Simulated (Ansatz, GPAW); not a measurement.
**Zr: 3 runs at one level of theory**

```
CELL_PARAMETERS angstrom
3.23200 0.00000 0.00000
-1.61600 2.79899 0.00000
0.00000 0.00000 5.14700
ATOMIC_POSITIONS crystal
Zr 0.66667 0.33333 0.75000
Zr 0.33333 0.66667 0.25000
```

Alike in all runs: task single point; functional PBE; k mesh 9 × 9 × 5; occupations gaussian, width 0.014 eV; no spin polarisation; no spin-orbit coupling. Pressure is positive in compression and, in plane waves, holds the error of the finite cutoff, which Ansatz's Pulay term estimates and takes out.

```
                        program and potentials  plane-wave cutoff (eV)  notes  pressure (GPa)
                            Ansatz, Ansatz PAW                     420      -            0.58
Ansatz, all-electron LAPW, scalar-relativistic                       -      -            0.60
    GPAW, GPAW PAW data sets (gpaw-data 1.2.1)                     600      -            0.25
```

The pressure spans 0.25 (GPAW, GPAW PAW data sets (gpaw-data 1.2.1)) to 0.60 GPa (Ansatz, all-electron LAPW, scalar-relativistic), with all-electron results at 0.60.

Differences between rows come from potentials, basis sets and numerical settings, since the functional is the same but for its coding. Runs on potential files found faulty are left out.

All three runs give a small positive pressure, so at this level of theory hcp zirconium would expand slightly from the given cell. The pressure is tiny beside the bulk modulus of the metal, which means that the corresponding change in volume is also small. Near equilibrium, the pull of the partly filled 4d bonding states is almost balanced by the outward pressure of the sp electrons and the resistance of the cores to overlap. The total pressure is thus a small remainder of large opposing terms, and it responds visibly to minor differences in how the valence and semicore states are described.

The Ansatz PAW value of 0.58 GPa nearly coincides with the all-electron 0.60 GPa, which supports that potential for the volume dependence of the energy near this geometry. GPAW's lower 0.25 GPa may reflect residual basis-set stress or its PAW data set, but would still imply only a marginally different equilibrium volume. Because the pressure averages over directions, it doesn't show whether the axial ratio is itself at equilibrium.
